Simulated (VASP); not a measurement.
# Ho (P6_3/mmc) in VASP: a series of runs

One crystal, Ho, is run at these levels: PBEsol; tasks: single point.

Everything below comes from runs of VASP 6.6.1. Logs are shortened: lines on timing, memory, paths and dates and some standing lists are left out, and cuts for length are marked.

### 1 The crystal as given

The structure is hexagonal, space group P6_3/mmc (No. 194). Conventional cell: a = 3.577 Å, b = 3.577 Å, c = 5.616 Å, α = 90.00°, β = 90.00°, γ = 120.00°. Ho (site symmetry -6m2) has 12 Ho at 3.49 to 3.58 Å as nearest neighbours.

### 2 Single point, PBEsol, collinear spin, ferromagnetic start

INCAR

```
  ALGO = Normal
  EDIFF = 1E-6
  ENCUT = 500
  GGA = PS
  ISIF = 2
  ISMEAR = 0
  ISPIN = 2
  LASPH = T
  LCHARG = F
  LMAXMIX = 6
  LORBIT = 11
  LREAL = F
  LWAVE = F
  MAGMOM = 4 4
  NELM = 150
  PREC = Accurate
  SIGMA = 0.02
```

KPOINTS

```
k-points
0
Gamma
  9 9 5
```

POSCAR

```
Ho
3.5773
    1.000000000000      0.000000000000      0.000000000000
   -0.500000000000      0.866025403796      0.000000000000
    0.000000000000      0.000000000000      1.569843177816
Ho
2
Direct
    0.6666666667      0.3333333333      0.7500000000
    0.3333333333      0.6666666667      0.2500000000
```

Potentials or basis: VASP PAW PBE potentials, release 64 (Ho).

Started as:

```sh
> cat potpaw_PBE.64/Ho/POTCAR > POTCAR
> mpirun -np 1 vasp_std > vasp.out
```

OUTCAR:

```text
EDIFF = 1E-6
   ENCUT = 500
   GGA = PS
   ISIF = 2
   ISMEAR = 0
   ISPIN = 2
   LASPH = T
   LORBIT = 11
   LREAL = F
   NELM = 150
   PREC = Accurate

 ion  position               nearest neighbor table
   1  0.667  0.333  0.750-   2 3.49   2 3.49   2 3.49   2 3.49   2 3.49   2 3.49
   2  0.333  0.667  0.250-   1 3.49   1 3.49   1 3.49   1 3.49   1 3.49   1 3.49

  LATTYP: Found a hexagonal cell.
 ALAT       =     3.5773000000
 C/A-ratio  =     1.5698431778

  Lattice vectors:

 A1 = (   3.5773000000,   0.0000000000,   0.0000000000)
 A2 = (  -1.7886500000,   3.0980326770,   0.0000000000)
 A3 = (   0.0000000000,   0.0000000000,   5.6158000000)

Analysis of symmetry for initial positions (statically):
=====================================================================
 Subroutine PRICEL returns:
 Original cell was already a primitive cell.

 Routine SETGRP: Setting up the symmetry group for a
 hexagonal supercell.

 Subroutine GETGRP returns: Found 24 space group operations
 (whereof 12 operations were pure point group operations)
 out of a pool of 24 trial point group operations.

The static configuration has the point symmetry D_3d.
 The point group associated with its full space group is D_6h.

Analysis of symmetry for dynamics (positions and initial velocities):
=====================================================================
 Subroutine PRICEL returns:
 Original cell was already a primitive cell.

 Routine SETGRP: Setting up the symmetry group for a
 hexagonal supercell.

 Subroutine GETGRP returns: Found 24 space group operations
 (whereof 12 operations were pure point group operations)
 out of a pool of 24 trial point group operations.

The dynamic configuration has the point symmetry D_3d.
 The point group associated with its full space group is D_6h.

Analysis of structural, dynamic, and magnetic symmetry:
=====================================================================
 Subroutine PRICEL returns:
 Original cell was already a primitive cell.

 Routine SETGRP: Setting up the symmetry group for a
 hexagonal supercell.

 Subroutine GETGRP returns: Found 24 space group operations
 (whereof 12 operations were pure point group operations)
 out of a pool of 24 trial point group operations.

The overall configuration has the point symmetry D_3d.
 The point group associated with its full space group is D_6h.

 Subroutine INISYM returns: Found 24 space group operations
 (whereof 12 operations are pure point group operations),
 and found     1 'primitive' translations

----------------------------------------------------------------------------------------

                                     Primitive cell

  volume of cell :      62.2376

  direct lattice vectors                    reciprocal lattice vectors
     3.577300000  0.000000000  0.000000000     0.279540436  0.161392746  0.000000000
    -1.788650000  3.098032677  0.000000000     0.000000000  0.322785491  0.000000000
     0.000000000  0.000000000  5.615800000     0.000000000  0.000000000  0.178069020

  length of vectors
     3.577300000  3.577300000  5.615800000     0.322785491  0.322785491  0.178069020

  position of ions in fractional coordinates (direct lattice)
     0.666666667  0.333333333  0.750000000
     0.333333333  0.666666667  0.250000000

  ion indices of the primitive-cell ions
   primitive index   ion index
                 1           1
                 2           2

----------------------------------------------------------------------------------------

 KPOINTS: k-points

Automatic generation of k-mesh.
 Grid dimensions read from file:
 generate k-points for:    9    9    5

 Generating k-lattice:

  Cartesian coordinates                     Fractional coordinates (reciprocal lattice)
     0.031060048  0.017932527  0.000000000     0.111111111  0.000000000  0.000000000
     0.000000000  0.035865055  0.000000000     0.000000000  0.111111111  0.000000000
     0.000000000  0.000000000  0.035613804     0.000000000  0.000000000  0.200000000

  Length of vectors
     0.035865055  0.035865055  0.035613804

  Shift w.r.t. Gamma in fractional coordinates (k-lattice)
     0.000000000  0.000000000  0.000000000

 Subroutine IBZKPT returns following result:
 ===========================================

 Found     36 irreducible k-points:

 Following reciprocal coordinates:
            Coordinates               Weight
  0.000000  0.000000  0.000000      1.000000
  0.111111  0.000000  0.000000      6.000000
  0.222222 -0.000000  0.000000      6.000000
  0.333333  0.000000  0.000000      6.000000
  0.444444 -0.000000  0.000000      6.000000
  0.111111  0.111111  0.000000      6.000000
[... 16 lines left out ...]
  0.333333  0.222222  0.200000     24.000000
  0.333333  0.333333  0.200000      4.000000
 [... further k-points ...]
   k-points           NKPTS =     36   k-points in BZ     NKDIM =     36   number of bands    NBANDS=     29
   number of dos      NEDOS =    301   number of ions     NIONS =      2
   total plane-waves  NPLWV =  32928
   dimension x,y,z NGX =    28 NGY =   28 NGZ =   42
   dimension x,y,z NGXF=    56 NGYF=   56 NGZF=   84
   ions per type =               2
   NGX,Y,Z   is equivalent  to a cutoff of  13.01, 13.01, 12.43 a.u.
   NGXF,Y,Z  is equivalent  to a cutoff of  26.02, 26.02, 24.87 a.u.
 SYSTEM =  unknown system
   PREC   = accura    normal or accurate (medium, high low for compatibility)
   ISTART =      0    job   : 0-new  1-cont  2-samecut
   ICHARG =      2    charge: 1-file 2-atom 10-const
   ISPIN  =      2    spin polarized calculation?
   LNONCOLLINEAR =      F non collinear calculations
   LSORBIT =      F    spin-orbit coupling
   LASPH  =      T    aspherical Exc in radial PAW
   ENCUT  =  500.0 eV  36.75 Ry    6.06 a.u.   6.52  6.52 10.24*2*pi/ulx,y,z
   NELM   =    150;   NELMIN=  2; NELMDL= -5     # of ELM steps
   EDIFF  = 0.1E-05   stopping-criterion for ELM
   LREAL  =      F    real-space projection
   EDIFFG = 0.1E-04   stopping-criterion for IOM
   NSW    =      0    number of steps for IOM
   IBRION =     -1    ionic relax: 0-MD 1-quasi-New 2-CG
   NFREE  =      0    steps in history (QN), initial steepest desc. (CG)
   ISIF   =      2    stress and relaxation
   ISYM   =      2    0-nonsym 1-usesym 2-fastsym
   POTIM  = 0.5000    time-step for ionic-motion
   TEBEG  =    0.0;   TEEND  =   0.0 temperature during run
   PSTRESS=    0.0 pullay stress
   NELECT =      42.0000    total number of electrons
   NUPDOWN=      -1.0000    fix difference up-down
   EMIN   =  10.00;   EMAX   =-10.00  energy-range for DOS
   EFERMI =   0.00;   METHOD = LEGACY
   ISMEAR =     0;   SIGMA  =   0.02  broadening in eV -4-tet -1-fermi 0-gaus
   EFERMI_NEDOS =   21; number of points for ismear=-14 and -15
   IALGO  =     38    algorithm
   IMIX   =      4    mixing-type and parameters
     AMIX     =   0.40;   BMIX     =  1.00
     AMIX_MAG =   1.60;   BMIX_MAG =  1.00
  volume/ion in A,a.u.               =      31.12       210.00
  Fermi-wavevector in a.u.,A,eV,Ry     =   1.435953  2.713558 28.054688  2.061961
  Thomas-Fermi vector in A             =   2.555195
   LORBIT       =     11    0 simple, 1 ext, 2 COOP (PROOUT), +10 PAW based schemes
   GGA     = PS    functional components
   LHFCALC =     F    Hartree Fock is set to
   AEXX    =    0.0000 exact exchange contribution
   IVDW    =     0    specifies the selected vdW correction
   LEPSILON=     F    determine dielectric tensor
   LRPA    =     F    only Hartree local field effects (RPA)
 spin polarized calculation
 Gauss-broadening in eV      SIGMA  =   0.02
  energy-cutoff  :      500.00
  volume of cell :       62.24
 maximum number of plane-waves:      1610
 NGX is ok and might be reduce to    28
   NGX = 13   NGY = 13   NGZ = 21

 number of electron      41.9999996 magnetization       7.1122121

 Free energy of the ion-electron system (eV)
  ---------------------------------------------------
  ext. energy  EPLUGINS =         0.00000000
  ---------------------------------------------------
  free energy    TOTEN  =       -13.24779253 eV

  energy without entropy =      -13.24435302  energy(sigma->0) =      -13.24607277

 E-fermi :   2.4550     XC(G=0): -10.2933

 val. band max:        2.4530701793   @ k =   0.4444  -0.0000   0.0000
 cond. band min:       2.4581359172   @ k =   0.4444  -0.0000   0.4000
 fundamental gap:      0.0050657379
 Fermi energy:         2.4549673987

 spin component 1

 k-point     1 :       0.0000    0.0000    0.0000
  band No.  band energies     occupation
      1     -45.6904      1.00000
      2     -45.6291      1.00000
      3     -21.1594      1.00000
      4     -20.4272      1.00000
      5     -20.4163      1.00000
      6     -20.4163      1.00000
[... 21 lines left out ...]
     28       4.9865      0.00000
     29       5.4283      0.00000
[... 705 lines left out ...]
 k-point    24 :       0.3333    0.3333    0.2000
  band No.  band energies     occupation
      1     -45.6274      1.00000
      2     -45.6274      1.00000
      3     -20.8382      1.00000
      4     -20.8382      1.00000
      5     -20.7783      1.00000
      6     -20.5823      1.00000
[... 21 lines left out ...]
     28       3.6558      0.00000
     29       5.3744      0.00000

 [... further k-points ...]

 spin component 2

 k-point     1 :       0.0000    0.0000    0.0000
  band No.  band energies     occupation
      1     -44.1415      1.00000
      2     -44.0723      1.00000
      3     -20.0713      1.00000
      4     -19.3157      1.00000
      5     -19.3157      1.00000
      6     -19.2543      1.00000
[... 21 lines left out ...]
     28       5.4245      0.00000
     29       5.8323      0.00000
[... 705 lines left out ...]
 k-point    24 :       0.3333    0.3333    0.2000
  band No.  band energies     occupation
      1     -44.0700      1.00000
      2     -44.0700      1.00000
      3     -19.7496      1.00000
      4     -19.7496      1.00000
      5     -19.7217      1.00000
      6     -19.5028      1.00000
[... 21 lines left out ...]
     28       4.0334      0.00000
     29       5.7474      0.00000

 [... further k-points ...]

------------------------ aborting loop because EDIFF is reached ----------------------------------------

  FORCE on cell =-STRESS in cart. coord.  units (eV):
  Direction    XX          YY          ZZ          XY          YZ          ZX
  --------------------------------------------------------------------------------------
  -------------------------------------------------------------------------------------
  Total       -0.2724015     -0.2724015      0.2990420      0.0000000      0.0000000      0.0000000
  in kB       -7.0124058     -7.0124058      7.6982113      0.0000000      0.0000000      0.0000000
  external PRESSURE =      -2.1088668 kB  Pullay stress =       0.0000000 kB

 VOLUME and BASIS-vectors are now :
 -----------------------------------------------------------------------------
  energy-cutoff  :      500.00
  volume of cell :       62.24
      direct lattice vectors                 reciprocal lattice vectors
     3.577300000  0.000000000  0.000000000     0.279540436  0.161392746  0.000000000
    -1.788650000  3.098032677  0.000000000     0.000000000  0.322785491  0.000000000
     0.000000000  0.000000000  5.615800000     0.000000000  0.000000000  0.178069020

 POSITION                                       TOTAL-FORCE (eV/Angst)
 -----------------------------------------------------------------------------------
      1.78865      1.03268      4.21185        -0.000000      0.000000      0.000000
     -0.00000      2.06536      1.40395         0.000000     -0.000000      0.000000
 -----------------------------------------------------------------------------------
    total drift:                               -0.000000      0.000000     -0.000000

  FREE ENERGIE OF THE ION-ELECTRON SYSTEM (eV)
  ---------------------------------------------------
  free  energy   TOTEN  =       -13.2477925301 eV

  energy  without entropy=      -13.2443530194  energy(sigma->0) =      -13.24607277

 total charge

# of ion       s       p       d       f       tot
--------------------------------------------------
    1        2.125   5.695   0.421  10.316  18.557
    2        2.125   5.695   0.421  10.316  18.557
--------------------------------------------------
tot          4.250  11.391   0.841  20.632  37.114

 magnetization (x)

# of ion       s       p       d       f       tot
--------------------------------------------------
    1        0.004  -0.023   0.033   3.460   3.475
    2        0.004  -0.023   0.033   3.460   3.475
--------------------------------------------------
tot          0.009  -0.046   0.066   6.920   6.949
```

It took 8.3 min on 1 thread of Intel Xeon Platinum 8259CL at 2.50GHz (Skylake/Cascade Lake), shared host; peak memory 0.27 GiB.

What came out:

```yaml
Free_energy: -13.2478 eV
Pressure: -0.2 GPa
Band_gap_on_the_k_mesh: none (metal or under the smearing width)
Net_moment: 7.11 μB per cell
Site_moments: Ho +3.48 μB
Valence_electrons_inside_the_program's_atomic_spheres: Ho 18.56
```

Levels at points of the mesh, in eV from the Fermi level:
Spin up:
| k point | band 22 | band 23 | band 24 | band 25 | band 26 | band 27 |
| --- | --- | --- | --- | --- | --- | --- |
| (0.00, 0.00, 0.00) | -2.25 | -2.18 | -1.97 | 1.26 | 2.23 | 2.23 |
Spin down:
| k point | band 14 | band 15 | band 16 | band 17 | band 18 | band 19 | band 20 | band 21 | band 22 | band 23 |
| --- | --- | --- | --- | --- | --- | --- | --- | --- | --- | --- |
| (0.00, 0.00, 0.00) | -0.27 | -0.11 | -0.11 | -0.06 | -0.06 | 0.44 | 0.44 | 0.53 | 0.53 | 0.86 |

Caveat: the magnetic or orbital state may not be the lowest; the PAW data sets were made with another functional, which shifts forces and pressure a little; spin-orbit coupling is left out, which moves the levels of the heavy elements.

### 3 Single point, PBEsol, collinear spin, ferromagnetic start

run.py

```python
from ase import Atoms
from ase.calculators.vasp import Vasp
from ase.dft.bandgap import bandgap

atoms = Atoms(
    ['Ho', 'Ho'],
    cell=[[3.5773, 0.0, 0.0], [-1.78865, 3.098032677, 0.0], [0.0, 0.0, 5.6158]],
    scaled_positions=[[0.6666666667, 0.3333333333, 0.75], [0.3333333333, 0.6666666667, 0.25]],
    pbc=True,
)
atoms.set_initial_magnetic_moments([4.0, 4.0])
calc = Vasp(
    directory='calc',
    xc='pbesol',
    pp='PBE',
    setups='minimal',
    prec='Accurate',
    encut=500,
    ediff=1e-06,
    ismear=0,
    sigma=0.02,
    lreal=False,
    lasph=True,
    nelm=150,
    algo='Normal',
    isif=2,
    lwave=False,
    lcharg=False,
    ispin=2,
    lorbit=11,
    lmaxmix=6,
    kpts=[9, 9, 5],
    gamma=True,
)
atoms.calc = calc

print('energy (eV):', atoms.get_potential_energy())
print('free energy (eV):', atoms.get_potential_energy(force_consistent=True))
print('forces (eV/A):')
print(atoms.get_forces())
print('stress (eV/A^3, Voigt):', atoms.get_stress())
print('Fermi level (eV):', calc.get_fermi_level())
print('moment (muB):', atoms.get_magnetic_moment())
print('site moments (muB):', atoms.get_magnetic_moments())
gap, top, bottom = bandgap(calc)
print('band gap (eV):', gap, 'from (spin, k, band)', top, 'to', bottom)
```

Potentials or basis: VASP PAW PBE potentials, release 64 (Ho).

Started as:

```sh
> python run.py
```

Log:

```text
energy (eV): -13.24607873
free energy (eV): -13.24779248
forces (eV/A):
[[-0.  0.  0.]
 [ 0. -0. -0.]]
stress (eV/A^3, Voigt): [ 0.00432913  0.00432913 -0.00569025 -0.         -0.         -0.        ]
Fermi level (eV): 2.45474988
moment (muB): 7.1115313
site moments (muB): [3.474 3.474]
band gap (eV): 0.0 from (spin, k, band) (None, None, None) to (None, None, None)
```

OUTCAR:

```text
ENCUT = 500.000000
   EDIFF = 1.00e-06
   GGA = PS
   PREC = Accurate
   ISIF = 2
   ISMEAR = 0
   ISPIN = 2
   LORBIT = 11
   NELM = 150
   LASPH = .TRUE.
   LREAL = .FALSE.

 ion  position               nearest neighbor table
   1  0.667  0.333  0.750-   2 3.49   2 3.49   2 3.49   2 3.49   2 3.49   2 3.49
[... 1775 lines left out ...]
 POSITION                                       TOTAL-FORCE (eV/Angst)
 -----------------------------------------------------------------------------------
      1.78865      1.03268      4.21185        -0.000000      0.000000      0.000000
     -0.00000      2.06536      1.40395         0.000000     -0.000000     -0.000000
 -----------------------------------------------------------------------------------
    total drift:                               -0.000000      0.000000     -0.000000

  FREE ENERGIE OF THE ION-ELECTRON SYSTEM (eV)
  ---------------------------------------------------
  free  energy   TOTEN  =       -13.2477924803 eV

  energy  without entropy=      -13.2443649701  energy(sigma->0) =      -13.24607873

 total charge

# of ion       s       p       d       f       tot
--------------------------------------------------
    1        2.125   5.695   0.420  10.317  18.557
    2        2.125   5.695   0.420  10.317  18.557
--------------------------------------------------
tot          4.250  11.391   0.841  20.633  37.115

 magnetization (x)

# of ion       s       p       d       f       tot
--------------------------------------------------
    1        0.004  -0.023   0.033   3.460   3.474
    2        0.004  -0.023   0.033   3.460   3.474
--------------------------------------------------
tot          0.009  -0.046   0.066   6.919   6.948
```

INCAR:

```text
ENCUT = 500.000000
SIGMA = 0.020000
EDIFF = 1.00e-06
ALGO = Normal
GGA = PS
PREC = Accurate
ISIF = 2
ISMEAR = 0
ISPIN = 2
LMAXMIX = 6
LORBIT = 11
NELM = 150
LASPH = .TRUE.
LCHARG = .FALSE.
LWAVE = .FALSE.
LREAL = .FALSE.
MAGMOM = 2*4.0000
```

Wall time 8 min (1 thread of Intel Xeon Platinum 8259CL at 2.50GHz (Skylake/Cascade Lake), shared host); peak memory 0.27 GiB.

Results:

```
Free energy                                           : -13.2478 eV
Pressure                                              : -0.2 GPa
Band gap on the k mesh                                : none (metal or under the smearing width)
Net moment                                            : 7.11 μB per cell
Site moments                                          : Ho +3.47 μB
Valence electrons inside the program's atomic spheres : Ho 18.56
```

Levels at points of the mesh, in eV from the Fermi level:
Spin up:
| k point | band 21 | band 22 | band 23 | band 24 | band 25 | band 26 | band 27 | band 28 |
| --- | --- | --- | --- | --- | --- | --- | --- | --- |
| (0.00, 0.00, 0.00) | -2.28 | -2.26 | -2.18 | -1.97 | 1.26 | 2.23 | 2.23 | 2.53 |
Spin down:
```csv
k point,band 16,band 17,band 18,band 19,band 20,band 21
"(0.00, 0.00, 0.00)",-0.11,-0.06,-0.06,0.44,0.44,0.53
```

Caveat: the magnetic or orbital state may not be the lowest; the PAW data sets were made with another functional, which shifts forces and pressure a little; spin-orbit coupling is left out, which moves the levels of the heavy elements. The state reached can hang on the start; a lower one may exist.
